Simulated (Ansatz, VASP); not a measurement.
Two plane-wave programs on SnSe2

```
Sn Se
1.0
     3.80907    0.00000    0.00000
    -1.90453    3.29875    0.00000
     0.00000    0.00000    6.14224
Sn Se
1 2
Cartesian
  0.0000 0.0000 0.0000
  0.0000 2.1992 1.5356
  1.9045 1.0996 4.6067
```

The cell was built by a generator and needn't be a form met in nature.

Alike in both runs: task single point; functional PBE; dispersion D3(BJ); k mesh 6 × 6 × 4; occupations gaussian, width 0.1 eV; no spin polarisation.

|  | VASP | Ansatz |
| --- | --- | --- |
| version | VASP 6.6.1 | Ansatz 0.2.0 |
| potentials or method | VASP PAW PBE potentials, release 64 (Sn_d, Se) | scalar-relativistic, plane waves, PAW |
| plane-wave cutoff (eV) | 520 | 420 |
| valence electrons in the cell | 26 | 46 |

VASP gave:

```
gap on the k mesh at the Fermi level (eV)       : 0.83
least direct gap on the mesh (eV)               : 1.11
pressure (GPa)                                  : 3.1
largest component of the traceless stress (GPa) : 0.73
rms of the force components (eV/Å)              : 0.346
```

Task: What did Ansatz give for the same quantities?

Result: gap on the k mesh at the Fermi level (eV): 0.83; least direct gap on the mesh (eV): 1.12; pressure (GPa): 3.0; largest component of the traceless stress (GPa): 0.73; rms of the force components (eV/Å): 0.338.

Atom by atom the forces differ by 0.008 eV/Å (rms over components). The two sets of potentials don't hold the same shells in valence.

Caveats: spin-orbit coupling is left out, which moves the levels of the heavy elements. A k mesh can miss the band edges.
